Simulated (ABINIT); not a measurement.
The system is Te2Pt (Moncheite).

```
Pt Te
1.0
     4.01000    0.00000    0.00000
    -2.00500    3.47276    0.00000
     0.00000    0.00000    5.20100
Pt Te
1 2
Direct
  0.00000 0.00000 0.00000
  0.66667 0.33333 0.75000
  0.33333 0.66667 0.25000
```

| Quantity | Value |
| --- | --- |
| Program | ABINIT 10.8.3 (patched build) |
| Task | single point |
| Functional | PBE |
| Potentials or basis | JTH PAW PBE v2.0 |
| Cutoff | 435 eV |
| k mesh | 8 × 8 × 5 |
| Occupations | fermi-dirac, width 0.05 eV |
| Spin | no spin polarisation |

On this cell: pressure 9.9 GPa; largest force 1.199 eV/Å; band gap on the k mesh none (metal or under the smearing width).

The same run follows on a disturbed copy (atoms moved at random, drawn with an rms of 0.05 Å):

```xyz
3
Lattice="4.0100 0.0000 0.0000 -2.0050 3.4728 0.0000 0.0000 0.0000 5.2010" Properties=species:S:1:pos:R:3 pbc="T T T"
Pt   -0.0029    0.0289    0.0154
Te    2.0379    1.1681    3.9057
Te   -0.0378    2.3332    1.2627
```

Task: What changes?

Result: The energy (extrapolated to zero smearing) moves by +25.3 meV/atom; pressure 11.3 GPa; largest force 1.760 eV/Å; band gap on the k mesh none (metal or under the smearing width).

Forces on the atoms (eV/Å):
```
Pt  -0.018 -0.235 -0.420
Te  -0.309  0.156 -1.307
Te   0.327  0.079  1.728
```

Stress tensor (GPa, compression positive):
```
12.26 -1.02  1.59
-1.02 12.00 -0.23
 1.59 -0.23  9.68
```

Caveats: forces of over 1 eV/Å show positions far from the minimum, so gaps and moduli don't describe the material at rest (some runs).
